**Q.** These pressures belong to one fixed rutile cell whose edges are close to the measured ones, about 4.6 and 3.0 Å as I recall. A positive value should mean that the functional wants a larger cell. Yet two rows use the same functional, PBE, and disagree. Is the pressure a property of the functional at all?

Kohn-Sham DFT in ABINIT and Ansatz for rutile TiO₂ (P4₂/mnm, 6 atoms, a = 4.600 Å, c = 2.959 Å), with fixed cell and atoms, no spin polarisation and Fermi-Dirac smearing of 0.05 eV. The basis column gives the plane-wave cutoff. Pressures are for the static lattice, positive in compression, without the Pulay correction for the finite basis.

| method | rung | program | potentials | basis | k mesh | pressure (GPa) |
| --- | --- | --- | --- | --- | --- | --- |
| LDA | LDA | ABINIT | JTH PAW LDA v2.0 | 626 eV | 2x2x4 6-atom cell | -8.460 |
| PBE | GGA | Ansatz | Ansatz PAW | 420 eV | 10x10x16 6-atom cell | 3.510 |
| PBE | GGA | ABINIT | JTH PAW PBE v2.0 | 626 eV | 5x5x7 6-atom cell | 4.460 |
| PBEsol | GGA | ABINIT | JTH PAW PBE v2.0 | 626 eV | 4x4x5 6-atom cell | -2.210 |
| HISS | hybrid | Ansatz | Ansatz PAW | 420 eV | 4x4x5 6-atom cell | -7.680 |
| HSE03 | hybrid | Ansatz | Ansatz PAW | 420 eV | 4x4x5 6-atom cell | -3.980 |
| PBE-EpsX | hybrid | Ansatz | Ansatz PAW | 420 eV | 4x4x5 6-atom cell | -0.670 |
| PBEsol0 | hybrid | Ansatz | Ansatz PAW | 420 eV | 4x4x5 6-atom cell | -9.540 |
| r2SCAN0 | hybrid | Ansatz | Ansatz PAW | 500 eV | 4x4x5 6-atom cell | -6.800 |

**A.** Only after a basis error is taken out, and those two rows reveal it. They differ by 0.95 GPa, which PBE itself can't explain. Adding the correction for the finite set of plane waves, which the Ansatz run also computed, cuts the difference to 0.2 GPa. That remainder mixes potentials, meshes and ABINIT's own basis error, and these runs don't separate them. ABINIT also warns that the atomic spheres of its potentials overlap in this cell.

**Q.** How can a basis set push or pull on a crystal?

**A.** Take a single hydrogen atom in a large periodic box. Its true pressure is practically zero, because the atom doesn't notice the walls. Now stretch the box but keep the same number of waves: each wave gets longer, the atom is described more coarsely, and its energy rises. The calculation reads this as a wish to shrink. In TiO₂ the same false pull is added to a real pressure from the bonds, which the lone atom lacks.

**Q.** Wouldn't I have noticed such a coarse basis in the total energy?

**A.** Probably not. With a fixed number of waves the cutoff $E_c$ falls as $V^{-2/3}$ when the cell volume $V$ grows, so the pressure is shifted by

$$\Delta P=\frac{2}{3V}\,\frac{dE}{d\ln E_c},$$

where $E$ is the energy of the cell. It is negative because $E$ falls as the cutoff rises. For the Ansatz PBE run $\Delta P$ is −0.74 GPa and $V$ is 6 × 10.44 Å³. With 1 eV/Å³ equal to 160 GPa, a cutoff 10 % higher would lower the energy by

$$\tfrac32\times 62.6\times\frac{0.74}{160}\times\ln 1.1\approx 0.04\ \text{eV per cell}.$$

That looks harmless, and in energy differences at equal cutoff and volume much of it cancels. The pressure depends on the slope of the error, which doesn't cancel.

**Q.** Can it mislead me when I compare functionals within one program?

**A.** Yes, if the cutoffs differ. HISS was run at 420 eV and r2SCAN0 at 500 eV, and the table puts them 0.88 GPa apart. With the correction the distance is only 0.36 GPa, so most of the apparent difference between the functionals came from the basis.

**Q.** Suppose I want the cell for a capacitor dielectric. Is this error serious?

**A.** Divide by the bulk modulus, roughly 210 GPa as recalled. The basis error in PBE then amounts to about 0.4 % in volume, whereas PBE's own corrected pressure asks for a cell about 2 % larger. This matters for a capacitor because rutile owes its high permittivity to a soft polar vibration, which softens further on expansion. A cell relaxed with PBE would therefore tend to overstate the permittivity, and a higher cutoff wouldn't cure that.

**Q.** Then I should climb to a hybrid functional?

**A.** Here the second failure appears: the rung doesn't tell you the pressure. After correction the five hybrids still spread over 8.9 GPa, about nine times the original disagreement between the two programs. PBE-EpsX lies near zero and PBEsol0 at −9.0 GPa. PBEsol0 is much further from zero than PBEsol, the simpler functional on which it is built.

**Q.** What decides where a functional lands?

**A.** First, how strongly it rewards an uneven density. When a crystal expands, its density becomes more like that of separate atoms, with slopes that are steeper relative to the local density. PBE lowers the exchange energy for such slopes and so favours expansion; PBEsol does this more weakly, and LDA not at all. The pressures follow that order: 4.5 GPa for PBE in ABINIT, −2.2 for PBEsol and −8.5 for LDA, though the error of LDA's coarse k mesh is untested and PBEsol was run with potentials made for PBE.

**Q.** And the exact exchange in a hybrid?

**A.** It pulls the other way. Semi-local functionals let an electron partly repel itself, which makes the oxygen 2p shell too diffuse. Exact exchange removes part of this, so the oxide ions become more compact and can sit closer together. That is the theoretical argument; what the runs show is the shift. With an exact share of 12.7 %, PBE-EpsX gives a pressure 4.3 GPa below that of PBE. Its k mesh is coarser, though, and full-range exact exchange converges slowly with the mesh, so part of this shift may be a mesh error that these runs don't test.

**Q.** Could I have predicted PBEsol0 from that?

**A.** Try it in two steps. A hybrid replaces a share of its parent's exchange, so to first order the shift grows in proportion to that share. For 25 % this gives −4.29 × 25/12.7 ≈ −8.4 GPa. PBEsol0 played no part in setting this slope, and its computed shift from PBEsol, taken between the two programs, is −6.8 GPa, so the first step overshoots.

The second step asks what is being replaced. PBEsol exchange favours expansion less than PBE exchange does, so removing a quarter of it costs less pressure. If the whole difference of 6.67 GPa between the two parents is put down to exchange, the estimate becomes

$$-8.4+0.25\times 6.67\approx -6.7\ \text{GPa}.$$

I added this step after seeing the miss, and it ignores the parents' different correlation. The close agreement therefore supports the picture but is no independent test of it. The printed analysis below holds the first step and the corrected pressures.

**Q.** So a hybrid helps only if its parent errs in the right direction?

**A.** For the volume of this crystal, and with the two parents compared here, yes. PBE wants too large a cell, and a modest share of exact exchange offsets this. PBEsol already wants a slightly smaller one, and the same ingredient drives it further off. HSE03 fits the picture: its 25 % acts only at short range, yet it lowers the PBE pressure by 7.7 GPa, most of what the first step gives for full range. The right parent isn't enough, though. HISS is also built on PBE, but it uses a larger share of exact exchange, at middle range, and overshoots to −7.0 GPa.

**Q.** PBE-EpsX ends up almost exactly at zero. Is it the winner?

**A.** Zero isn't quite the target. These are static lattices, and the zero-point motion of a real crystal pushes outwards with a pressure of the order of 1 GPa. A perfect functional should therefore give a slightly negative value in the measured cell. The oxygen atoms also sit almost where PBE wants them, while PBE-EpsX still leaves a force component of 0.08 eV/Å on them; how far relaxing them would move the pressure is untested. I would trust the large shifts between functionals, but not a ranking that hangs on the last 1 or 2 GPa.

Numerical output:

```
Pressures with the Pulay correction put back:
       row  correction GPa  corrected pressure GPa  rough volume error %  O force component eV/A
       LDA               0                   -8.46                -4.029                 0.09874
       PBE          0.7354                   4.245                 2.022                0.002871
       PBE               0                    4.46                 2.124                 0.00467
    PBEsol               0                   -2.21                -1.052                 0.03643
      HISS          0.6375                  -7.042                -3.354                  0.1878
     HSE03          0.5444                  -3.436                -1.636                  0.1357
  PBE-EpsX          0.6291                -0.04088              -0.01947                 0.07951
   PBEsol0          0.5786                  -8.961                -4.267                  0.1755
   r2SCAN0          0.1128                  -6.687                -3.184                  0.1522
PBE, ABINIT less Ansatz, without correction (GPa): 0.95
PBE, ABINIT less Ansatz, with correction (GPa): 0.2146
Share of the program difference removed by the correction (%): 77.41
Energy still gained by 10 % more cutoff, Ansatz PBE at 420 eV (eV per cell): 0.04109
Same for r2SCAN0 at 500 eV (eV per cell): 0.006304
r2SCAN0 less HISS, without correction (GPa): 0.88
r2SCAN0 less HISS, with correction (GPa): 0.3553
Spread of the five hybrids, corrected (GPa): 8.921
Hybrid spread over uncorrected program difference (ratio): 9.39
PBE less LDA, ABINIT (GPa): 12.92
PBE less PBEsol, ABINIT (GPa): 6.67
PBEsol predicted from the exchange gradient coefficient (GPa): -1.21
PBEsol predicted as plain midpoint of LDA and PBE (GPa): -2
PBE-EpsX less Ansatz PBE, 12.7 % exact exchange (GPa): -4.286
HSE03 less Ansatz PBE, 25 % at short range (GPa): -7.681
PBEsol0 less PBEsol, 25 %, across programs (GPa): -6.751
Shift predicted for 25 % from the PBE-EpsX shift (GPa): -8.41
PBEsol0 predicted less computed (GPa): -1.659
Rough zero-point pressure, order of magnitude only (GPa): 1.741
```
